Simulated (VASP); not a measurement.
# Co (I4_1/amd) in VASP: a series of runs, part 2 of 2

VASP 6.6.1. The steps go on from the part before.

### 4 Single point, r2SCAN, collinear spin, typed start

This run uses another cell than the first one, of 10.89 Å³/atom, 0.978 times its volume.

Contents of POSCAR:

```
Co
1.0
    2.4873648738      0.0000000000      0.0000000000
   -1.2436824369      2.1541211692      0.0000000000
    0.0000000000      0.0000000000      4.0632895034
Co
2
Direct
    0.6666666700      0.3333333300      0.2598610000
    0.3333333300      0.6666666700      0.7401390000
```

Contents of INCAR.step1:

```
  ALGO = Normal
  EDIFF = 1E-4
  ENCUT = 520
  GGA = PE
  ISMEAR = 0
  ISPIN = 2
  LASPH = T
  LCHARG = F
  LMAXMIX = 4
  LREAL = F
  LWAVE = T
  MAGMOM = 3 3
  NBANDS = 20
  NELM = 150
  PREC = Accurate
  SIGMA = 0.1
```

Contents of INCAR.step2:

```
  ALGO = Normal
  EDIFF = 1E-6
  ENCUT = 520
  ISIF = 2
  ISMEAR = 0
  ISPIN = 2
  ISTART = 1
  LASPH = T
  LCHARG = T
  LELF = T
  LMAXMIX = 4
  LMIXTAU = T
  LORBIT = 11
  LREAL = F
  LVHAR = T
  LWAVE = F
  MAGMOM = 3 3
  METAGGA = R2SCAN
  NBANDS = 20
  NELM = 150
  PREC = Accurate
  SIGMA = 0.1
```

Contents of KPOINTS:

```
k-points
0
Gamma
  9 9 4
```

Potentials or basis: VASP PAW PBE potentials, release 64 (Co).

Command:

```bash
cat potpaw_PBE.64/Co/POTCAR > POTCAR
cp INCAR.step1 INCAR
mpirun -np 1 vasp_std > vasp.out
cp INCAR.step2 INCAR
mpirun -np 1 vasp_std > vasp.out
```

OUTCAR:

```text
EDIFF = 1E-6
   ENCUT = 520
   ISIF = 2
   ISMEAR = 0
   ISPIN = 2
   ISTART = 1
   LASPH = T
   LORBIT = 11
   LREAL = F
   METAGGA = R2SCAN
   NELM = 150
   PREC = Accurate

 ion  position               nearest neighbor table
   1  0.667  0.333  0.260-   2 2.42   2 2.42   2 2.42   2 2.55   2 2.55   2 2.55
   2  0.333  0.667  0.740-   1 2.42   1 2.42   1 2.42   1 2.55   1 2.55   1 2.55

  LATTYP: Found a hexagonal cell.
 ALAT       =     2.4873648738
 C/A-ratio  =     1.6335719565

  Lattice vectors:

 A1 = (   2.4873648738,   0.0000000000,   0.0000000000)
 A2 = (  -1.2436824369,   2.1541211692,   0.0000000000)
 A3 = (   0.0000000000,   0.0000000000,   4.0632895034)

Analysis of symmetry for initial positions (statically):
=====================================================================
 Subroutine PRICEL returns:
 Original cell was already a primitive cell.

 Routine SETGRP: Setting up the symmetry group for a
 hexagonal supercell.

 Subroutine GETGRP returns: Found 12 space group operations
 (whereof 12 operations were pure point group operations)
 out of a pool of 24 trial point group operations.

The static configuration has the point symmetry D_3d.

Analysis of symmetry for dynamics (positions and initial velocities):
=====================================================================
 Subroutine PRICEL returns:
 Original cell was already a primitive cell.

 Routine SETGRP: Setting up the symmetry group for a
 hexagonal supercell.

 Subroutine GETGRP returns: Found 12 space group operations
 (whereof 12 operations were pure point group operations)
 out of a pool of 24 trial point group operations.

The dynamic configuration has the point symmetry D_3d.

Analysis of structural, dynamic, and magnetic symmetry:
[... 150 lines left out ...]

 Free energy of the ion-electron system (eV)
  ---------------------------------------------------
  ext. energy  EPLUGINS =         0.00000000
  ---------------------------------------------------
  free energy    TOTEN  =       -26.41325002 eV

  energy without entropy =      -26.40818534  energy(sigma->0) =      -26.41071768

 E-fermi :  10.2637     XC(G=0): -14.6553

 val. band max:       10.2498512472   @ k =   0.2222   0.0000   0.5000
 cond. band min:      10.2838356025   @ k =   0.2222   0.0000   0.0000
 fundamental gap:      0.0339843553
 Fermi energy:        10.2636989045

 spin component 1

 k-point     1 :       0.0000    0.0000    0.0000
  band No.  band energies     occupation
      1       0.9314      1.00000
      2       4.4663      1.00000
      3       6.8185      1.00000
      4       6.8345      1.00000
      5       6.8347      1.00000
      6       7.1598      1.00000
[... 541 lines left out ...]
     19      35.4237      0.00000
     20      37.8311      0.00000

 [... further k-points ...]

 spin component 2

 k-point     1 :       0.0000    0.0000    0.0000
  band No.  band energies     occupation
      1       0.3814      1.00000
      2       5.6822      1.00000
      3       9.1403      1.00000
      4       9.4261      1.00000
      5       9.4261      1.00000
      6       9.5664      1.00000
[... 541 lines left out ...]
     19      35.9215      0.00000
     20      38.4576      0.00000

 [... further k-points ...]

------------------------ aborting loop because EDIFF is reached ----------------------------------------

  FORCE on cell =-STRESS in cart. coord.  units (eV):
  Direction    XX          YY          ZZ          XY          YZ          ZX
  --------------------------------------------------------------------------------------
  -------------------------------------------------------------------------------------
  Total       -0.2882410     -0.2882410     -0.5046047      0.0000000      0.0000000      0.0000000
  in kB      -21.2118684    -21.2118684    -37.1342331      0.0000000      0.0000000      0.0000000
  external PRESSURE =     -26.5193233 kB  Pullay stress =       0.0000000 kB

 VOLUME and BASIS-vectors are now :
 -----------------------------------------------------------------------------
  energy-cutoff  :      520.00
  volume of cell :       21.77
      direct lattice vectors                 reciprocal lattice vectors
     2.487364874  0.000000000  0.000000000     0.402031889  0.232113220  0.000000000
    -1.243682437  2.154121169  0.000000000     0.000000000  0.464226439  0.000000000
     0.000000000  0.000000000  4.063289503     0.000000000  0.000000000  0.246106018

 POSITION                                       TOTAL-FORCE (eV/Angst)
 -----------------------------------------------------------------------------------
      1.24368      0.71804      1.05589        -0.000000     -0.000000     -0.165338
     -0.00000      1.43608      3.00740         0.000000      0.000000      0.165338
 -----------------------------------------------------------------------------------
    total drift:                                0.000000      0.000000     -0.000000

  FREE ENERGIE OF THE ION-ELECTRON SYSTEM (eV)
  ---------------------------------------------------
  free  energy   TOTEN  =       -26.4132500153 eV

  energy  without entropy=      -26.4081853396  energy(sigma->0) =      -26.41071768

 total charge

# of ion       s       p       d       tot
------------------------------------------
    1        0.513   0.568   7.211   8.292
    2        0.513   0.568   7.211   8.292
--------------------------------------------------
tot          1.027   1.135  14.422  16.584

 magnetization (x)

# of ion       s       p       d       tot
------------------------------------------
    1       -0.008  -0.078   1.970   1.884
    2       -0.008  -0.078   1.970   1.884
--------------------------------------------------
tot         -0.016  -0.156   3.940   3.767
```

OSZICAR.step1:

```text
N       E                     dE             d eps       ncg     rms          rms(c)
DAV:   1     0.860265065111E+02    0.86027E+02   -0.81921E+03  3600   0.121E+03
DAV:   2    -0.109447501633E+02   -0.96971E+02   -0.87601E+02  3460   0.217E+02
DAV:   3    -0.155535754050E+02   -0.46088E+01   -0.44277E+01  3948   0.571E+01
DAV:   4    -0.156209346329E+02   -0.67359E-01   -0.67313E-01  4220   0.611E+00
DAV:   5    -0.156229347674E+02   -0.20001E-02   -0.20000E-02  4000   0.101E+00    0.161E+01
DAV:   6    -0.144241770026E+02    0.11988E+01   -0.71568E+00  3864   0.545E+01    0.633E+00
DAV:   7    -0.140776755657E+02    0.34650E+00   -0.10737E+00  4024   0.196E+01    0.368E+00
DAV:   8    -0.140550916469E+02    0.22584E-01   -0.17507E-02  4768   0.156E+00    0.157E+00
DAV:   9    -0.140427210913E+02    0.12371E-01   -0.26377E-03  5424   0.866E-01    0.490E-01
DAV:  10    -0.140414680751E+02    0.12530E-02   -0.56246E-04  4024   0.286E-01    0.579E-02
DAV:  11    -0.140414747441E+02   -0.66690E-05   -0.73709E-05  2248   0.102E-01
   1 F= -.14041475E+02 E0= -.14036635E+02  d E =-.967865E-02  mag=     3.1856
```

It took 86 s on 1 thread of Intel Xeon Platinum 8488C (Sapphire Rapids), shared host; peak memory 0.15 GiB.

Results:

```
Free energy                                           : -26.4133 eV
Pressure                                              : -2.7 GPa
Largest force                                         : 0.165 eV/Å
Band gap on the k mesh                                : none (metal or under the smearing width)
Net moment                                            : 3.64 μB per cell
Site moments                                          : Co +1.88 μB
Valence electrons inside the program's atomic spheres : Co 8.29
```

Forces on the atoms (eV/Å):
```
Co   0.000  0.000 -0.165
Co   0.000  0.000  0.165
```

Caveat: the k mesh is coarse (spacing up to 0.39 Å⁻¹), so the values aren't converged; the PAW data sets were made with another functional, which shifts forces and pressure a little.

### 5 Single point, r2SCAN, collinear spin, typed start

This run uses another cell than the first one: it holds 4 atoms, not 2.

Contents of POSCAR:

```
Co
1.0
    1.3926417893     -4.4177458573      0.0000000000
    1.3926417893      4.4177458573      0.0000000000
    0.0000000000      0.0000000000      3.6856622581
Co
4
Direct
    0.0980000000      0.9020000000      0.9100000000
    0.5980000000      0.4020000000      0.5900000000
    0.9020000000      0.0980000000      0.0900000000
    0.4020000000      0.5980000000      0.4100000000
```

Contents of INCAR.step1:

```
SYSTEM = Co
  PREC = Accurate
  ENCUT = 520
  ISMEAR = 0
  SIGMA = 0.1
  LREAL = .FALSE.
  LASPH = .TRUE.
  NELM = 150
  ISPIN = 2
  MAGMOM = 3 3 3 3
  LMAXMIX = 4
  NBANDS = 30
  GGA = PE
  ALGO = Normal
  EDIFF = 1E-4
  LWAVE = .TRUE.
  LCHARG = .FALSE.
```

Contents of INCAR.step2:

```
SYSTEM = Co
  PREC = Accurate
  ENCUT = 520
  EDIFF = 1E-6
  ISMEAR = 0
  SIGMA = 0.1
  LREAL = .FALSE.
  LASPH = .TRUE.
  NELM = 150
  ALGO = Normal
  ISIF = 2
  LWAVE = .FALSE.
  LCHARG = .FALSE.
  ISPIN = 2
  MAGMOM = 3 3 3 3
  LORBIT = 11
  LMAXMIX = 4
  METAGGA = R2SCAN
  LMIXTAU = .TRUE.
  NBANDS = 30
  ISTART = 1
```

Contents of KPOINTS:

```
regular mesh
0
G
  6 6 6
  0 0 0
```

Command:

```bash
cat potpaw_PBE.64/Co/POTCAR > POTCAR
cp INCAR.step1 INCAR
mpirun -np 1 vasp_std > vasp.out
cp INCAR.step2 INCAR
mpirun -np 1 vasp_std > vasp.out
```

It took 11 min on 1 thread of AMD EPYC 9R45 (Zen 5), shared host; peak memory 0.25 GiB.

Results (log left out):

```yaml
Free_energy: -42.5705 eV
Pressure: 90.9 GPa
Largest_force: 11.279 eV/Å
Band_gap_on_the_k_mesh: none (metal or under the smearing width)
Net_moment: 6.62 μB per cell
Site_moments: Co +1.60 μB
Valence_electrons_inside_the_program's_atomic_spheres: Co 8.98
```

Forces on the atoms (eV/Å):
```
Co   0.000 -7.676  8.264
Co   0.000 -7.676 -8.264
Co   0.000  7.676 -8.264
Co   0.000  7.676  8.264
```

Stress tensor (GPa, compression positive):
```
114.31   0.00   0.00
  0.00  66.60   0.00
  0.00   0.00  91.72
```

Levels at points of the mesh, in eV from the Fermi level:
Spin up:
```tsv
k point	band 17	band 18	band 19	band 20	band 21	band 22	band 23	band 24	band 25	band 26
(0.00, 0.00, 0.00)	-1.22	-1.08	-0.64	-0.18	-0.18	0.18	3.04	4.43	6.44	12.38
(0.50, 0.00, 0.00)	-1.33	-1.33	-0.76	-0.76	-0.30	-0.30	3.55	3.55	8.81	8.81
(0.50, 0.50, 0.00)	-1.18	-1.02	-0.90	-0.25	-0.11	0.18	6.05	7.39	7.61	8.01
(0.00, 0.00, 0.50)	-1.56	-1.56	-0.67	-0.67	-0.65	-0.65	3.65	3.65	6.28	6.28
(0.50, 0.00, 0.50)	-0.98	-0.98	-0.71	-0.71	0.18	0.18	3.84	3.84	5.52	5.52
(0.50, 0.50, 0.50)	-1.39	-1.39	-0.74	-0.74	-0.73	-0.73	0.23	0.23	13.01	13.01
```
Spin down:
```csv
k point,band 13,band 14,band 15,band 16,band 17,band 18
"(0.00, 0.00, 0.00)",-0.90,-0.27,-0.26,-0.21,0.50,1.70
"(0.50, 0.00, 0.00)",-0.84,-0.84,-0.35,-0.35,1.27,1.27
"(0.50, 0.50, 0.00)",-0.75,-0.72,-0.35,0.84,1.59,1.79
"(0.00, 0.00, 0.50)",-1.70,-1.70,0.83,0.83,1.16,1.16
"(0.50, 0.00, 0.50)",-0.81,-0.81,-0.61,-0.61,0.80,0.80
"(0.50, 0.50, 0.50)",-1.27,-1.27,0.59,0.59,1.39,1.39
```

Caveat: the k mesh is coarse (spacing up to 0.39 Å⁻¹), so the values aren't converged; a pressure of tens of GPa on the cell as given is suspect, and the run, the potentials or the cell itself is likely at fault; the PAW data sets were made with another functional, which shifts forces and pressure a little.

### 6 Overview

```tsv
cell	k mesh	gap on the mesh (eV)	pressure (GPa)	moment (μB)	largest force (eV/Å)
I4_1/amd, 11.13 Å³/atom	8 × 8 × 8	none	12.2	3.72	-
I4_1/amd, 11.89 Å³/atom	8 × 8 × 8	none	-0.3	3.94	-
P-3m1, 10.89 Å³/atom	9 × 9 × 4	none	-2.7	3.64	0.17
Cmce, 11.34 Å³/atom	6 × 6 × 6	none	90.9	6.62	11.28
```

Alike in all rows: task single point; level r2SCAN; potentials or basis VASP PAW PBE potentials, release 64 (Co); spin collinear, typed start; cutoff (eV) 520; smearing gaussian 0.1 eV; the mesh is coarse, so values aren't converged.

Caveats: all runs use coarse meshes; the PAW data sets were made with another functional, which shifts forces and pressure a little; a pressure of tens of GPa on the cell as given is suspect, and the run, the potentials or the cell itself is likely at fault (some runs).

Absolute energies hang on the potentials; compare differences alone.
